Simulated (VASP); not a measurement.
Input of a VASP 6.6.1 run:

File INCAR:

```
SYSTEM = H3CCl
PREC = Accurate ; ENCUT = 520
EDIFF = 1E-6 ; ISMEAR = -1
SIGMA = 0.05 ; LREAL = Auto
LASPH = .True. ; NELM = 100
ALGO = Normal ; ISIF = 2
LWAVE = .False. ; LCHARG = .False.
GGA = PE ; IVDW = 12
NBANDS = 82
```

The input KPOINTS:

```
Automatic mesh
0
Gamma
  1 1 1
  0 0 0
```

Contents of POSCAR:

```
H3CCl
1.0
    9.0287150000      0.0000000000      0.0000000000
    0.0000000000      9.0287150000      0.0000000000
    0.0000000000      0.0000000000      9.0287150000
C Cl H
8 8 24
Direct
    0.5119776181     -0.0283318280      0.6296244814
    0.8984445738      1.0154379665      0.8182559755
    0.1510513955      0.5072150356      0.0928371313
    0.8384138828      0.1228857041      0.2899305161
    0.0725573905      0.4027926455      0.6104523180
    0.2728184465      0.1194079113      0.2454280593
    0.8731364319      0.7035774194      0.3677821262
    0.4807660891      0.4476052240      0.9854669241
    0.4768674169      0.1049872546      0.7710178026
    0.8688058046      0.8598233525      0.9486732054
    0.2786664548      0.5911140179      0.2272084123
    0.8445498612      0.3359060509      0.3466163236
    0.2204078875      0.5221008748      0.6654546079
    0.4254093744      0.2298998252      0.1962627018
    0.6867090167      0.6968544250      0.4498425302
    0.5040916675      0.6118700169      0.8750968438
    0.6075615411      0.0068669794      0.5578091677
    0.5289567785     -0.1129950386      0.7059365591
    0.4173462115     -0.0611825714      0.5722187487
    0.8760382845      0.9431685461      0.7243112669
    0.8037910157      1.0823577885      0.8367303653
    0.9983923515      1.0654118554      0.8500212932
    0.1599784687      0.5845903874      0.0059587660
    0.2006930111      0.4071675759      0.0485118868
    0.0395183589      0.4951202912      0.1322115052
    0.9531699694      0.0955728473      0.2597822614
    0.8243698023      0.0505498291      0.3833546634
    0.7600084840      0.1121532798      0.2085789617
    0.0174000398      0.4431859905      0.5187006124
    0.1388126660      0.3056359626      0.5643771013
   -0.0010411227      0.3687346427      0.7037878591
    0.2441654211      0.0640844240      0.1444280831
    0.3099444384      0.0375247197      0.3279093426
    0.1739671703      0.1797487239      0.2801949115
    0.8880001196      0.6443774114      0.2621746284
    0.9052118712      0.8200170235      0.3410452096
    0.9636919539      0.6740051048      0.4507396678
    0.5450831043      0.3743389840      0.9137623682
    0.5419375847      0.4956076252      1.0832660019
    0.3735415283      0.3811727361      0.9917025845
```

Potentials or basis: VASP PAW PBE potentials, release 64 (C, Cl, H).

Run with:

```sh
$ cat potpaw_PBE.64/C/POTCAR potpaw_PBE.64/Cl/POTCAR potpaw_PBE.64/H/POTCAR > POTCAR
$ mpirun -np 1 vasp_gam > vasp.out
```

Question: Predict the pressure.

Answer: 0.3 GPa.

Question: Predict the band gap on the k mesh.

Answer: 4.11 eV, direct.

Question: What does it give for the largest force?

Answer: 3.908 eV/Å.

Question: Estimate the dispersion energy per atom.

Answer: -0.043 eV.

Stress tensor (GPa, compression positive):
```
-0.16 -0.98  0.70
-0.98 -0.02 -0.96
 0.70 -0.96  1.13
```
